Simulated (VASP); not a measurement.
# CdTe (F-43m) in VASP: G0W0 quasiparticle levels with PBEsol

Aim: the G0W0 quasiparticle levels of CdTe with PBEsol.

All numbers are computed with VASP 6.6.1; they aren't measurements. Logs are shortened: lines on timing, memory, paths and dates and some standing lists are left out, and cuts for length are marked.

**Measured values to compare with.**

From a printed reference work, data compilation, for a bulk crystal of CdTe at 0 K: band gap 1.607 eV.

The results are compared with them further down.

### 1 The structure

It takes space group F-43m (No. 216, cubic). The conventional cell has a = 6.410 Å, b = 6.410 Å, c = 6.410 Å, α = 90.00°, β = 90.00°, γ = 90.00°. Cd (site symmetry -43m) has 4 Te at 2.78 Å as nearest neighbours. Te (site symmetry -43m) is surrounded by 4 Cd at 2.78 Å.

### 2 G0W0 quasiparticle levels, PBEsol

POSCAR reads:

```
CdTe
1.0
    0.0000000000      3.2050000000      3.2050000000
    3.2050000000      0.0000000000      3.2050000000
    3.2050000000      3.2050000000      0.0000000000
Cd Te
1 1
Direct
    0.0000000000      0.0000000000      0.0000000000
    0.2500000000      0.2500000000      0.2500000000
```

INCAR.step1 reads:

```
SYSTEM = CdTe
  ALGO = Normal
  EDIFF = 1E-8
  ENCUT = 450
  GGA = PS
  ISMEAR = 0
  KPAR = 8
  LASPH = .True.
  LCHARG = .False.
  LREAL = .False.
  LWAVE = .True.
  NELM = 60
  PREC = Accurate
  SIGMA = 0.01
```

INCAR.step2 reads:

```
SYSTEM = CdTe
  ALGO = Exact
  EDIFF = 1E-8
  ENCUT = 450
  GGA = PS
  ISMEAR = 0
  ISTART = 1
  KPAR = 8
  LASPH = .True.
  LCHARG = .False.
  LOPTICS = .True.
  LREAL = .False.
  LWAVE = .True.
  NBANDS = 229
  NELM = 1
  PREC = Accurate
  SIGMA = 0.01
```

INCAR.step3 reads:

```
SYSTEM = CdTe
  ALGO = EVGW0
  EDIFF = 1E-8
  ENCUT = 450
  ENCUTGW = 230
  GGA = PS
  ISMEAR = 0
  ISTART = 1
  KPAR = 8
  LASPH = .True.
  LCHARG = .False.
  LREAL = .False.
  LWAVE = .False.
  NBANDS = 229
  NBANDSGW = 17
  NELMGW = 1
  NOMEGA = 50
  PREC = Accurate
  PRECFOCK = Fast
  SIGMA = 0.01
```

KPOINTS reads:

```
k-points
0
Gamma
  5 5 5
  0 0 0
```

Potentials or basis: VASP PAW PBE potentials, release 64 (Cd_GW, Te_GW).

On the command line:

```
cat potpaw_PBE.64/Cd_GW/POTCAR potpaw_PBE.64/Te_GW/POTCAR > POTCAR
cp INCAR.step1 INCAR
mpirun -np 8 vasp_std > vasp.out
cp INCAR.step2 INCAR
mpirun -np 8 vasp_std > vasp.out
cp INCAR.step3 INCAR
mpirun -np 8 vasp_std > vasp.out
```

OUTCAR:

```text
SYSTEM = CdTe
   EDIFF = 1E-8
   ENCUT = 450
   ENCUTGW = 230
   GGA = PS
   ISMEAR = 0
   ISTART = 1
   LASPH = .True.
   LREAL = .False.
   NELMGW = 1
   PREC = Accurate
   PRECFOCK = Fast

 ion  position               nearest neighbor table
   1  0.000  0.000  0.000-   2 2.78   2 2.78   2 2.78   2 2.78
   2  0.250  0.250  0.250-   1 2.78   1 2.78   1 2.78   1 2.78

  LATTYP: Found a face centered cubic cell.
 ALAT       =     6.4100000000

  Lattice vectors:

 A1 = (   0.0000000000,   3.2050000000,   3.2050000000)
 A2 = (   3.2050000000,   0.0000000000,   3.2050000000)
 A3 = (   3.2050000000,   3.2050000000,   0.0000000000)

Analysis of symmetry for initial positions (statically):
=====================================================================
 Subroutine PRICEL returns:
 Original cell was already a primitive cell.

 Routine SETGRP: Setting up the symmetry group for a
 face centered cubic supercell.

 Subroutine GETGRP returns: Found 24 space group operations
 (whereof 24 operations were pure point group operations)
 out of a pool of 48 trial point group operations.

The static configuration has the point symmetry T_d .

Analysis of symmetry for dynamics (positions and initial velocities):
=====================================================================
 Subroutine PRICEL returns:
 Original cell was already a primitive cell.

 Routine SETGRP: Setting up the symmetry group for a
 face centered cubic supercell.

 Subroutine GETGRP returns: Found 24 space group operations
 (whereof 24 operations were pure point group operations)
 out of a pool of 48 trial point group operations.

The dynamic configuration has the point symmetry T_d .

 Subroutine INISYM returns: Found 24 space group operations
 (whereof 24 operations are pure point group operations),
 and found     1 'primitive' translations

----------------------------------------------------------------------------------------

                                     Primitive cell

[... 45 lines left out ...]
 Following reciprocal coordinates:
            Coordinates               Weight
  0.000000  0.000000  0.000000      1.000000
  0.200000  0.000000  0.000000      8.000000
  0.400000  0.000000  0.000000      8.000000
  0.200000  0.200000  0.000000      6.000000
  0.400000  0.200000  0.000000     24.000000
 -0.400000  0.200000  0.000000     24.000000
 -0.200000  0.200000  0.000000     12.000000
  0.400000  0.400000  0.000000      6.000000
 -0.400000  0.400000  0.000000     12.000000
 -0.400000  0.400000  0.200000     24.000000
   k-points           NKPTS =     10   k-points in BZ     NKDIM =    125   number of bands    NBANDS=    229
   number of dos      NEDOS =    301   number of ions     NIONS =      2
   total plane-waves  NPLWV =  32768
   dimension x,y,z NGX =    32 NGY =   32 NGZ =   32
   dimension x,y,z NGXF=    64 NGYF=   64 NGZF=   64
   ions per type =               1   1
   NGX,Y,Z   is equivalent  to a cutoff of  11.74, 11.74, 11.74 a.u.
   NGXF,Y,Z  is equivalent  to a cutoff of  23.47, 23.47, 23.47 a.u.
 SYSTEM =  CdTe
   PREC   = accura    normal or accurate (medium, high low for compatibility)
   ISTART =      1    job   : 0-new  1-cont  2-samecut
   ICHARG =      0    charge: 1-file 2-atom 10-const
   ISPIN  =      1    spin polarized calculation?
   LNONCOLLINEAR =      F non collinear calculations
   LSORBIT =      F    spin-orbit coupling
   LASPH  =      T    aspherical Exc in radial PAW
   ENCUT  =  450.0 eV  33.07 Ry    5.75 a.u.   7.84  7.84  7.84*2*pi/ulx,y,z
   NELM   =     60;   NELMIN=  2; NELMDL=  0     # of ELM steps
   EDIFF  = 0.1E-07   stopping-criterion for ELM
   LREAL  =      F    real-space projection
   EDIFFG = 0.1E-06   stopping-criterion for IOM
   NSW    =      0    number of steps for IOM
   IBRION =     -1    ionic relax: 0-MD 1-quasi-New 2-CG
   NFREE  =      0    steps in history (QN), initial steepest desc. (CG)
   ISIF   =      0    stress and relaxation
   ISYM   =      3    0-nonsym 1-usesym 2-fastsym
   POTIM  = 0.5000    time-step for ionic-motion
   TEBEG  =    0.0;   TEEND  =   0.0 temperature during run
   PSTRESS=    0.0 pullay stress
   NELECT =      18.0000    total number of electrons
   NUPDOWN=      -1.0000    fix difference up-down
   EMIN   =  10.00;   EMAX   =-10.00  energy-range for DOS
   EFERMI =   0.00;   METHOD = LEGACY
   ISMEAR =     0;   SIGMA  =   0.01  broadening in eV -4-tet -1-fermi 0-gaus
   EFERMI_NEDOS =   21; number of points for ismear=-14 and -15
   IALGO  =     38    algorithm
   IMIX   =      4    mixing-type and parameters
     AMIX     =   0.40;   BMIX     =  1.00
     AMIX_MAG =   1.60;   BMIX_MAG =  1.00
  volume/ion in A,a.u.               =      32.92       222.17
  Fermi-wavevector in a.u.,A,eV,Ry     =   1.062497  2.007828 15.359610  1.128899
  Thomas-Fermi vector in A             =   2.197950
   LORBIT       =      0    0 simple, 1 ext, 2 COOP (PROOUT), +10 PAW based schemes
   GGA     = PS    functional components
   LHFCALC =     T    Hartree Fock is set to
   PRECFOCK=fast      Normal, Fast or Accurate (Low or Medium for compatibility)
   ENCUT4O =  -1.0   cutoff for four orbital integrals eV
   NKREDX  =     1    reduce k-point grid by
   NKREDY  =     1    reduce k-point grid by
   NKREDZ  =     1    reduce k-point grid by
   AEXX    =    1.0000 exact exchange contribution
   HFSCREEN=    0.0000 screening length (either q_TF or 0.3 A-1)
   HFSCREENC=   0.0000 screening length for correlation (either q_TF or 0.3 A-1)
   ENCUTFOCK=  -1.0 apply spherical cutoff to Coloumb kernel
   IVDW    =     0    specifies the selected vdW correction
   LEPSILON=     F    determine dielectric tensor
   LRPA    =     F    only Hartree local field effects (RPA)
   LRPAFORCE           =     F    calculate RPA forces
   ENCUTGW             = 230.0    cutoff for response function in eV
   ENCUTGWSOFT         = 184.0    soft cutoff for Coulomb kernel in GW response function in eV
   ENCUTLF             =  -1.0    cutoff for local field effects
   NELMGW              =     1    number of iterations in solving QP/BSE equation
   NELMHF              =     1    number of iterations in the inner HF iteration
   NKREDLFX            =     1    NKREDLFY  =   1   NKREDLFZ  =   1
 non-spin polarized calculation
 Gauss-broadening in eV      SIGMA  =   0.01
  energy-cutoff  :      450.00
  volume of cell :       65.84
 maximum number of plane-waves:      1440
  NGX = 18; NGY = 18; NGZ = 18
   NGX = 15   NGY = 15   NGZ = 15
 maximum number of plane-waves:       531

 QP shifts <psi_nk| G(iteration)W_0 |psi_nk>: iteration 1
 for sc-GW calculations column KS-energies equals QP-energies in previous step
 and V_xc(KS)=  KS-energies - (<T + V_ion + V_H > + <T+V_H+V_ion>^1  + <V_x>^1)

 k-point   1 :       0.0000    0.0000    0.0000
  band No.  KS-energies  QP-energies   sigma(KS)   V_xc(KS)     V^pw_x(r,r')   Z            occupation Imag(sigma)

      1      -7.8776      -8.2972     -11.7362     -11.0670     -17.3073       0.6269       2.0000      -0.0007
      2      -4.8617      -6.5955     -17.7408     -15.2162     -22.8972       0.6868       2.0000      -0.1321
      3      -4.8617      -6.5955     -17.7408     -15.2162     -22.8972       0.6868       2.0000      -0.1321
      4      -4.8617      -6.5955     -17.7408     -15.2162     -22.8972       0.6868       2.0000      -0.1321
      5      -4.5717      -6.3838     -18.0978     -15.4804     -23.1750       0.6923       2.0000      -0.1652
      6      -4.5717      -6.3838     -18.0978     -15.4804     -23.1750       0.6923       2.0000      -0.1652
[... 185 lines left out ...]
      3      -4.7299      -6.4886     -17.8877     -15.3395     -23.0255       0.6902       2.0000      -0.1387
      4      -4.6137      -6.4090     -18.0123     -15.4140     -23.1029       0.6909       2.0000      -0.1576
      5      -4.5635      -6.3703     -18.0966     -15.4865     -23.1852       0.6922       2.0000      -0.1643
      6      -4.0569      -5.6332     -17.3142     -15.0481     -22.2255       0.6956       2.0000      -0.1572
[... 9 lines left out ...]
     16      15.6412      15.7703      -8.0822      -8.2565      -2.6050       0.7407       0.0000      -0.4376
     17      15.8452      16.0876      -9.3933      -9.7228      -3.4847       0.7359       0.0000      -0.5826
```

OUTCAR.step1:

```text
SYSTEM = CdTe
   EDIFF = 1E-8
   ENCUT = 450
   GGA = PS
   ISMEAR = 0
   LASPH = .True.
   LREAL = .False.
[... 364 lines left out ...]
      0.00000      0.00000      0.00000         0.000000      0.000000      0.000000
      1.60250      1.60250      1.60250        -0.000000     -0.000000     -0.000000
 -----------------------------------------------------------------------------------
    total drift:                                0.000000      0.000000      0.000000

  FREE ENERGIE OF THE ION-ELECTRON SYSTEM (eV)
  ---------------------------------------------------
  free  energy   TOTEN  =        -5.4869518309 eV

  energy  without entropy=       -5.4869518309  energy(sigma->0) =       -5.48695183
```

Run time: 5.4 min. Hardware: 8 MPI ranks of Intel Xeon Platinum 8488C (Sapphire Rapids), shared host; peak memory 1.2 GiB.

Results:

```
Band gap on the k mesh, mean-field level : 0.75 eV, direct
Quasiparticle gap                        : 1.57 eV
Least direct quasiparticle gap           : 1.57 eV
```

Caveat: bands, screening cutoff and mesh are small and nothing is extrapolated, so the quasiparticle values aren't converged; spin-orbit coupling is left out, which moves the levels of the heavy elements.

### 3 Comparison with measurements

Step 2. A measured gap of CdTe is 1.607 eV (0 K; a printed reference work, data compilation); the calculated 1.57 eV misses it by -0.04 eV. Spin-orbit coupling on Cd, Te is left out. The value is that of G0W0 on PBEsol, without temperature or zero-point motion.
